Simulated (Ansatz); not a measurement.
# H4CN2O: a single-point run

Wanted: field gradients for H4CN2O.

Program: Ansatz 0.2.0. Level of theory: DFT, PBE, plane-wave PAW, default files, scalar-relativistic. These are calculated values, not measurements.

**1. The system as given**

The structure is tetragonal, space group P-42_1m (No. 113). The conventional cell has a = 5.578 Å, b = 5.578 Å, c = 4.686 Å, α = 90.00°, β = 90.00°, γ = 90.00°. H (site symmetry m) has 1 N at 1.01 Å as nearest neighbours. H (site symmetry m) is surrounded by 1 N at 1.00 Å. C (site symmetry 2mm) is surrounded by 1 O at 1.26 Å and 2 N at 1.34 Å. N (site symmetry m) has 2 H at 1.00 to 1.01 Å as nearest neighbours. O (site symmetry 2mm) has 1 C at 1.26 Å as nearest neighbours.

The input asks for a charge of -4 e on the cell.

Coordinates:

```cif
data_structure
_symmetry_space_group_name_H-M 'P 1'
_symmetry_Int_Tables_number 1
_cell_length_a 5.5780
_cell_length_b 5.5780
_cell_length_c 4.6860
_cell_angle_alpha 90.000
_cell_angle_beta 90.000
_cell_angle_gamma 90.000
_cell_volume 145.80
loop_
_atom_site_label
_atom_site_type_symbol
_atom_site_fract_x
_atom_site_fract_y
_atom_site_fract_z
_atom_site_occupancy
H1 H 0.25580 0.75580 0.28620 1
H2 H 0.75580 0.74420 0.71380 1
H3 H 0.74420 0.24420 0.28620 1
H4 H 0.24420 0.25580 0.71380 1
H5 H 0.14270 0.64270 0.96410 1
H6 H 0.64270 0.85730 0.03590 1
H7 H 0.85730 0.35730 0.96410 1
H8 H 0.35730 0.14270 0.03590 1
C1 C 0.00000 0.50000 0.32825 1
C2 C 0.50000 0.00000 0.67175 1
N1 N 0.14480 0.64480 0.17850 1
N2 N 0.64480 0.85520 0.82150 1
N3 N 0.85520 0.35520 0.17850 1
N4 N 0.35520 0.14480 0.82150 1
O1 O 0.00000 0.50000 0.59624 1
O2 O 0.50000 0.00000 0.40376 1
```

**2. The calculation**

input.yaml

```yaml
crystal:
  lattice:
    - [5.578, 0.0, 0.0]
    - [0.0, 5.578, 0.0]
    - [0.0, 0.0, 4.686]
  atoms:
    - { symbol: H, position: [0.2558, 0.7558, 0.2862] }
    - { symbol: H, position: [0.7558, 0.7442, 0.7138] }
    - { symbol: H, position: [0.7442, 0.2442, 0.2862] }
    - { symbol: H, position: [0.2442, 0.2558, 0.7138] }
    - { symbol: H, position: [0.1427, 0.6427, 0.9641] }
    - { symbol: H, position: [0.6427, 0.8573, 0.0359] }
    - { symbol: H, position: [0.8573, 0.3573, 0.9641] }
    - { symbol: H, position: [0.3573, 0.1427, 0.0359] }
    - { symbol: C, position: [0.0, 0.5, 0.32825] }
    - { symbol: C, position: [0.5, 0.0, 0.67175] }
    - { symbol: "N", position: [0.1448, 0.6448, 0.1785] }
    - { symbol: "N", position: [0.6448, 0.8552, 0.8215] }
    - { symbol: "N", position: [0.8552, 0.3552, 0.1785] }
    - { symbol: "N", position: [0.3552, 0.1448, 0.8215] }
    - { symbol: O, position: [0.0, 0.5, 0.59624] }
    - { symbol: O, position: [0.5, 0.0, 0.40376] }
kpoints:
  mp_grid: { grid: [5, 5, 5] }
scf:
  occupations: { method: fermi_dirac, width: 0.02 }
  max_iter: 50
hamiltonian:
  xc: pbe
  pseudopotentials: { kind: paw }
output:
  forces: true
  stress: true
  populations: true
  efg:
    quadrupole_moments_barn: { H: 0.00285783, "N": 0.02044, O: -0.02558 }
    contact_densities: true
total_charge: -4
```

On the command line:

```
> ansatz run input.yaml --threads 1 --pin off --max-ram 2560MiB --backend cpu --events-out ev --progress --plain --runs-dir out
```

**Question.** How will this run end, and is anything wrong with its input?

This run ends as converged. It gives a largest force of 3.8 eV/Å, which is large; a structure far from rest gives such values too, whatever the setting.

Look at the input: total_charge is -4. The typed charge changes the electron count, so this is no longer the system that was meant.

The test: delete total_charge (the default then holds).
